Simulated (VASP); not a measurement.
# Vacuum and the quasiparticle gap of a sheet of MoTe2 monolayer, part 2 of 5

How does the G0W0 gap of a single sheet of MoTe2 monolayer depend on the vacuum between its repeats?

VASP 6.6.1, plane waves and PAW; the level of theory is named at each step.

So far. Step 2 (Relaxation): At PBE, with these data sets, the largest force is down to 0.0040 eV/Å.

### 3. Ground state

This step: PBE, no spin polarisation; plane waves and PAW (Mo_sv_GW, Te_GW) (VASP 6.6.1).

The orbitals come from a self-consistent PBE run with a tight EDIFF and a narrow smearing. KPOINTS_OPT adds the bands along a path, which shows whether the mesh holds the band edges.

The input, INCAR:

```
SYSTEM = Te2Mo
PREC = Accurate
ENCUT = 370
EDIFF = 1E-08
NELM = 100
ISMEAR = 0
SIGMA = 0.01
LREAL = .FALSE.
ALGO = Normal
GGA = PE
NBANDS = 19
LASPH = .TRUE.
LORBIT = 11
LWAVE = .TRUE.
LCHARG = .FALSE.
KPAR = 8
```

The input, POSCAR:

```
Te2Mo
1.0
    3.5500000000      0.0000000000      0.0000000000
   -1.7750000000      3.0743901834      0.0000000000
    0.0000000000      0.0000000000     12.0000000000
Mo Te
1 2
Direct
    0.3333333333      0.6666666667      0.5000000000
    0.6666666667      0.3333333333      0.6508765971
    0.6666666667      0.3333333333      0.3491234029
```

The input, KPOINTS:

```
Automatic mesh
0
Gamma
9 9 1
0 0 0
```

The input, KPOINTS_OPT:

```
Line mode
12
Line-mode
Reciprocal
  0.00000000   0.00000000   0.00000000 GAMMA
  0.50000000   0.00000000   0.00000000 M

  0.50000000   0.00000000   0.00000000 M
  0.33333333   0.33333333   0.00000000 K

  0.33333333   0.33333333   0.00000000 K
  0.00000000   0.00000000   0.00000000 GAMMA

  0.00000000   0.00000000   0.00000000 GAMMA
  0.00000000   0.00000000   0.50000000 A

  0.00000000   0.00000000   0.50000000 A
  0.50000000   0.00000000   0.50000000 L

  0.50000000   0.00000000   0.50000000 L
  0.33333333   0.33333333   0.50000000 H

  0.33333333   0.33333333   0.50000000 H
  0.00000000   0.00000000   0.50000000 A

  0.50000000   0.00000000   0.50000000 L
  0.50000000   0.00000000   0.00000000 M

  0.33333333   0.33333333   0.00000000 K
  0.33333333   0.33333333   0.50000000 H
```

The projector-augmented-wave data sets are Mo_sv_GW and Te_GW (PBE family, release 64).

Command:

```console
> mpirun -np 8 vasp_std
```

The program printed:

```text
[banner, memory and clock lines left out]
running    8 mpi-ranks, on    1 nodes
 distrk:  each k-point on    1 cores,    8 groups
 distr:  one band on    1 cores,    1 groups

 POSCAR found type information on POSCAR MoTe
 POSCAR found :  2 types and       3 ions
 [... a notice as in an earlier step ...]

 LDA part: xc-table for (Slater+PW92), standard interpolation
 POSCAR, INCAR and KPOINTS ok, starting setup
 FFT: planning ... GRIDC
 FFT: planning ... GRID_SOFT
 FFT: planning ... GRID
 WAVECAR not read
 entering main loop
       N       E                     dE             d eps       ncg     rms          rms(c)
DAV:   1     0.164464518850E+03    0.16446E+03   -0.11009E+04   560   0.892E+02
DAV:   2    -0.435173582969E+01   -0.16882E+03   -0.16513E+03   679   0.329E+02
DAV:   3    -0.204074640845E+02   -0.16056E+02   -0.15911E+02   680   0.936E+01
DAV:   4    -0.211588443509E+02   -0.75138E+00   -0.74661E+00   792   0.249E+01
DAV:   5    -0.211749323241E+02   -0.16088E-01   -0.16056E-01   685   0.341E+00    0.876E+00
DAV:   6    -0.200888487097E+02    0.10861E+01   -0.30118E+01   727   0.343E+01    0.626E+00
DAV:   7    -0.188794312811E+02    0.12094E+01   -0.95198E+00   694   0.194E+01    0.238E+00
DAV:   8    -0.188268950920E+02    0.52536E-01   -0.63290E-01   650   0.573E+00    0.530E-01
DAV:   9    -0.188205688370E+02    0.63263E-02   -0.36634E-02   712   0.168E+00    0.213E-01
DAV:  10    -0.188188157242E+02    0.17531E-02   -0.81044E-03   701   0.820E-01    0.734E-02
DAV:  11    -0.188186359821E+02    0.17974E-03   -0.16210E-03   688   0.347E-01    0.578E-02
DAV:  12    -0.188184685604E+02    0.16742E-03   -0.13836E-03   657   0.231E-01    0.395E-02
DAV:  13    -0.188185829923E+02   -0.11443E-03   -0.37575E-04   582   0.161E-01    0.146E-02
DAV:  14    -0.188186141733E+02   -0.31181E-04   -0.30459E-05   560   0.436E-02    0.508E-03
DAV:  15    -0.188186190065E+02   -0.48331E-05   -0.61060E-06   647   0.165E-02    0.213E-03
DAV:  16    -0.188186201505E+02   -0.11440E-05   -0.90794E-07   598   0.520E-03    0.584E-04
DAV:  17    -0.188186202059E+02   -0.55396E-07   -0.11603E-07   690   0.209E-03    0.208E-04
DAV:  18    -0.188186201979E+02    0.79763E-08   -0.10045E-08   488   0.598E-04
   1 F= -.18818620E+02 E0= -.18818620E+02  d E =-.157489-132
 Start KPOINTS_OPT (optional k-point list driver)
k-point batch [1-12\108]
       N       E                     dE             ncg
DAV:   1    -0.194192280235E+04   -0.60542E+04      592
DAV:   2    -0.386622732305E+04   -0.19243E+04      688
DAV:   3    -0.408105278421E+04   -0.21483E+03      704
DAV:   4    -0.409170446480E+04   -0.10652E+02      736
DAV:   5    -0.409191296710E+04   -0.20850E+00      668
DAV:   6    -0.409192179101E+04   -0.88239E-02      784
DAV:   7    -0.409192194708E+04   -0.15607E-03      661
DAV:   8    -0.409192195660E+04   -0.95266E-05      728
DAV:   9    -0.409192195675E+04   -0.14096E-06      661
DAV:  10    -0.409192195675E+04   -0.86052E-08      605
[...]
k-point batch [97-108\108]
       N       E                     dE             ncg
DAV:   1    -0.217189092528E+04   -0.12043E+05      592
DAV:   2    -0.397896275472E+04   -0.18071E+04      654
DAV:   3    -0.415214524915E+04   -0.17318E+03      704
DAV:   4    -0.416110244173E+04   -0.89572E+01      736
DAV:   5    -0.416138994400E+04   -0.28750E+00      681
DAV:   6    -0.416139948177E+04   -0.95378E-02      716
DAV:   7    -0.416139985650E+04   -0.37473E-03      686
DAV:   8    -0.416139987048E+04   -0.13986E-04      719
DAV:   9    -0.416139987090E+04   -0.41231E-06      668
DAV:  10    -0.416139987091E+04   -0.11673E-07      583
DAV:  11    -0.416139987091E+04   -0.13379E-08      526
 writing wavefunctions
```

The job ended after 30 s (8 MPI ranks of Intel Xeon Platinum 8259CL at 2.50GHz (Skylake/Cascade Lake), shared host; peak memory 2 GiB; 3.7 min of CPU time).

From OUTCAR (step 3):

```text
The static configuration has the point symmetry D_3h.

 Found     12 irreducible k-points:

   k-points           NKPTS =     12   k-points in BZ     NKDIM =     12   number of bands    NBANDS=     19

   ENCUT  =  370.0 eV  27.19 Ry    5.21 a.u.   5.57  5.57 18.82*2*pi/ulx,y,z

   NELECT =      26.0000    total number of electrons

 E-fermi :   2.6505

 k-point     1 :       0.0000    0.0000    0.0000
  band No.  band energies     occupation
    ...
      9       0.8454      2.00000
     10       0.8454      2.00000
     11       1.6105      2.00000
     12       1.6105      2.00000
     13       2.0068      2.00000
     14       5.5319      0.00000
     15       5.5319      0.00000
     16       5.8037      0.00000
     17       5.8037      0.00000
     18       6.3289      0.00000
    ...

 k-point     2 :       0.1111   -0.0000    0.0000
  band No.  band energies     occupation
    ...
      9       0.4765      2.00000
     10       0.9817      2.00000
     11       1.3959      2.00000
     12       1.7203      2.00000
     13       1.9874      2.00000
     14       4.9404      0.00000
     15       4.9526      0.00000
     16       5.4611      0.00000
     17       5.6673      0.00000
     18       6.6066      0.00000
    ...

  Total       -0.0790772     -0.0790772     -0.1386213      0.0000000      0.0000000      0.0000000
  in kB       -0.9673710     -0.9673710     -1.6957892      0.0000000      0.0000000      0.0000000
  external PRESSURE =      -1.2101771 kB  Pullay stress =       0.0000000 kB

  energy-cutoff  :      370.00
  volume of cell :      130.97
      direct lattice vectors                 reciprocal lattice vectors
     3.550000000  0.000000000  0.000000000     0.281690141  0.162633879  0.000000000
    -1.775000000  3.074390183  0.000000000     0.000000000  0.325267757  0.000000000
     0.000000000  0.000000000 12.000000000     0.000000000  0.000000000  0.083333333

 POSITION                                       TOTAL-FORCE (eV/Angst)
 -----------------------------------------------------------------------------------
     -0.00000      2.04959      6.00000        -0.000000     -0.000000     -0.000000
      1.77500      1.02480      7.81052         0.000000      0.000000     -0.020205
      1.77500      1.02480      4.18948         0.000000     -0.000000      0.020205
 -----------------------------------------------------------------------------------
    total drift:                                0.000001     -0.000001     -0.000000

  FREE ENERGIE OF THE ION-ELECTRON SYSTEM (eV)
  ---------------------------------------------------
  free  energy   TOTEN  =       -18.8186201979 eV

  energy  without entropy=      -18.8186201979  energy(sigma->0) =      -18.81862020

 total charge
# of ion       s       p       d       f       tot
--------------------------------------------------
    1        2.089   5.986   3.128   0.012  11.215
    2        1.606   2.530   0.112   0.000   4.248
    3        1.606   2.530   0.112   0.000   4.248
--------------------------------------------------
tot          5.301  11.046   3.351   0.012  19.710

[... 4 parts as in an earlier step ...]

[... 6 further parts left out ...]
```

This step gave:

| Property | Result |
| --- | --- |
| free energy (TOTEN) | -18.82 eV |
| Fermi energy | 2.651 eV |
| least gap on mesh and path | 1.090 eV |
| least direct gap on mesh and path | 1.090 eV |

The highest empty bands on the path are converged less tightly, to about 0.1 eV. Electronic bands along the path, in eV, zero at the valence-band top; v1 is the highest filled band, c1 the lowest empty one:

```
          point     v4     v3     v2     v1    c1    c2    c3    c4
              Γ  -1.63  -0.87  -0.87  -0.47  3.05  3.05  3.33  3.33
0.55 of the way  -1.76  -1.24  -0.92  -0.84  1.45  2.01  2.31  3.51
              M  -2.27  -1.63  -0.74  -0.31  1.40  1.73  3.26  3.64
0.45 of the way  -2.60  -1.92  -1.61  -0.20  1.40  1.94  2.53  3.58
              K  -2.92  -2.90  -1.72   0.00  1.09  1.87  2.51  4.01
0.45 of the way  -2.58  -1.64  -0.91  -0.52  1.24  1.76  2.00  3.43
              Γ  -1.63  -0.87  -0.87  -0.47  3.05  3.05  3.33  3.33
0.55 of the way  -1.63  -0.87  -0.87  -0.47  3.05  3.05  3.33  3.33
              A  -1.63  -0.87  -0.87  -0.46  3.05  3.05  3.33  3.33
0.45 of the way  -1.57  -1.11  -1.05  -0.71  1.58  2.13  2.27  3.44
              L  -2.27  -1.63  -0.73  -0.31  1.40  1.73  3.25  3.64
0.45 of the way  -2.60  -1.92  -1.61  -0.20  1.40  1.94  2.53  3.57
              H  -2.92  -2.90  -1.72   0.00  1.09  1.87  2.51  4.00
0.45 of the way  -2.58  -1.64  -0.91  -0.52  1.25  1.76  1.99  3.41
              A  -1.63  -0.87  -0.87  -0.46  3.05  3.05  3.33  3.33
      jump to L  -2.27  -1.63  -0.73  -0.31  1.40  1.73  3.25  3.64
0.55 of the way  -2.27  -1.63  -0.74  -0.31  1.40  1.73  3.26  3.64
              M  -2.27  -1.63  -0.74  -0.31  1.40  1.73  3.26  3.64
      jump to K  -2.92  -2.90  -1.72   0.00  1.09  1.87  2.51  4.01
0.45 of the way  -2.92  -2.90  -1.72   0.00  1.09  1.87  2.51  4.01
              H  -2.92  -2.90  -1.72   0.00  1.09  1.87  2.51  4.00
```

The cell has a gap of 1.09 eV on mesh and path. Spin-orbit coupling is left out, which can shift or reorder these edges.

### 4. Empty bands, box 12 Å

ALGO = Exact makes the empty bands from the converged ground state in one step. LOPTICS writes the k-derivatives of the orbitals (WAVEDER), which give the long-wavelength limit of the screening.

The input, INCAR:

```
SYSTEM = Te2Mo
PREC = Accurate
ENCUT = 370
ISMEAR = 0
SIGMA = 0.01
LREAL = .FALSE.
GGA = PE
NBANDS = 256
LASPH = .TRUE.
ALGO = Exact
NELM = 1
LWAVE = .TRUE.
LCHARG = .FALSE.
LOPTICS = .TRUE.
NEDOS = 1000
CSHIFT = 0.1
```

POSCAR is that of step 3.

KPOINTS is that of step 3.

Command:

```console
> mpirun -np 8 vasp_std
```

The program printed:

```text
[banner, memory and clock lines left out]
running    8 mpi-ranks, on    1 nodes
 distrk:  each k-point on    8 cores,    1 groups
 distr:  one band on    1 cores,    8 groups

 POSCAR found type information on POSCAR MoTe
 POSCAR found :  2 types and       3 ions
 [... a notice as in an earlier step ...]

 LDA part: xc-table for (Slater+PW92), standard interpolation
 found WAVECAR, reading the header
  number of bands has changed, file:    19 present:   256
  trying to continue reading WAVECAR, but it might fail
 POSCAR, INCAR and KPOINTS ok, starting setup
 FFT: planning ... GRIDC
 FFT: planning ... GRID_SOFT
 FFT: planning ... GRID
 reading WAVECAR
 random initialization beyond band           19
 the WAVECAR file was read successfully
 initial charge from wavefunction
 entering main loop
       N       E                     dE             d eps       ncg     rms          rms(c)
DIA:   1    -0.188186202037E+02   -0.18819E+02    0.00000E+00     0   0.000E+00
   1 F= -.18818620E+02 E0= -.18818620E+02  d E =-.111987E-48
 writing wavefunctions
 optical routines
 imaginary and real dielectric function
 recalculating local potential from charge density
 direction            1
 direction            2
 direction            3
```

The job ended after 41 s (8 MPI ranks; peak memory 2.5 GiB; 5 min of CPU time).

From OUTCAR (step 4):

```text
The static configuration has the point symmetry D_3h.

 Found     12 irreducible k-points:

   k-points           NKPTS =     12   k-points in BZ     NKDIM =     12   number of bands    NBANDS=    256

   NELECT =      26.0000    total number of electrons

 E-fermi :   2.5802

 k-point     1 :       0.0000    0.0000    0.0000
  band No.  band energies     occupation
    ...
      9       0.8454      2.00000
     10       0.8454      2.00000
     11       1.6106      2.00000
     12       1.6106      2.00000
     13       2.0068      2.00000
     14       5.5319      0.00000
     15       5.5319      0.00000
     16       5.8037      0.00000
     17       5.8037      0.00000
     18       6.3290      0.00000
    ...

 k-point     2 :       0.1111   -0.0000    0.0000
  band No.  band energies     occupation
    ...
      9       0.4765      2.00000
     10       0.9817      2.00000
     11       1.3959      2.00000
     12       1.7203      2.00000
     13       1.9874      2.00000
     14       4.9404      0.00000
     15       4.9526      0.00000
     16       5.4611      0.00000
     17       5.6673      0.00000
     18       6.6067      0.00000
    ...

  Total       -0.0798975     -0.0798975     -0.1404100      0.0000000     -0.0000000      0.0000000
  in kB       -0.9774058     -0.9774058     -1.7176710      0.0000000     -0.0000000      0.0000000
  external PRESSURE =      -1.2241609 kB  Pullay stress =       0.0000000 kB

 POSITION                                       TOTAL-FORCE (eV/Angst)
 -----------------------------------------------------------------------------------
     -0.00000      2.04959      6.00000        -0.000000      0.000000      0.000000
      1.77500      1.02480      7.81052         0.000000      0.000000     -0.020148
      1.77500      1.02480      4.18948         0.000000     -0.000000      0.020148
 -----------------------------------------------------------------------------------
    total drift:                                0.000001     -0.000001     -0.000000

  FREE ENERGIE OF THE ION-ELECTRON SYSTEM (eV)
  ---------------------------------------------------
  free  energy   TOTEN  =       -18.8186202037 eV

  energy  without entropy=      -18.8186202037  energy(sigma->0) =      -18.81862020

 plasma frequency squared (from intraband transitions) (eV^2)
  --------------------------------------------------------------------------------------
       0.000       0.000      -0.000
       0.000       0.000      -0.000
      -0.000      -0.000       0.000

[... 7 parts as in an earlier step ...]

[... 5 further parts left out ...]
```

The gap is read on the k-mesh alone, so it is an upper bound where the band edges lie off the mesh.

Numbers from this step:

| Property | Result |
| --- | --- |
| gap on the k-mesh | 1.090 eV |
| least direct gap on the k-mesh | 1.090 eV |

WAVECAR now holds 256 bands for 26 electrons.

[end of part 2 of 5]

[Lines on the potential files, build, host, timing and source positions are cut from VASP's logs without a mark.]

[Logs are printed without paths, hosts, clocks, repeated set-up lines and the standing remarks that a program may print on its own settings, such as how far it seeks lower states.]

[Hosts, paths, dates, database ids (printed as entryN), source tags and the programs' standing remarks are cut or masked in the printed files.]

[Pressures printed for these runs are not shown converged in the cutoff: they can be off by several GPa and have the wrong sign.]
